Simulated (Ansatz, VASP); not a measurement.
LuH2: VASP beside Ansatz

```
CELL_PARAMETERS angstrom
0.00000 2.40884 2.40884
2.40884 0.00000 2.40884
2.40884 2.40884 0.00000
ATOMIC_POSITIONS crystal
Lu 0.00000 0.00000 0.00000
H 0.25000 0.25000 0.25000
H 0.75000 0.75000 0.75000
```

Alike in both runs: functional PBEsol; k mesh 14 × 14 × 14; occupations fermi-dirac, width 0.1 eV; no spin polarisation.

Ansatz relaxed the structure, and its values are those at the end. VASP's run is a single point on that final structure, the one shown.

|  | VASP | Ansatz |
| --- | --- | --- |
| version | VASP 6.6.1 | Ansatz 0.2.0 |
| potentials or method | VASP PAW PBE potentials, release 64 (Lu, H) | PAW with Ansatz's default frozen-core files, scalar-relativistic |
| plane-wave cutoff (eV) | 520 | 420 |
| valence electrons in the cell | 27 | 27 |

```tsv
	VASP	Ansatz	Ansatz less VASP
pressure (GPa)	10.4	10.0	-0.39
```

Caveats: the PAW data sets were made with another functional, which shifts forces and pressure a little (VASP). The runs have no spin-orbit coupling, so splittings on Lu are missing.
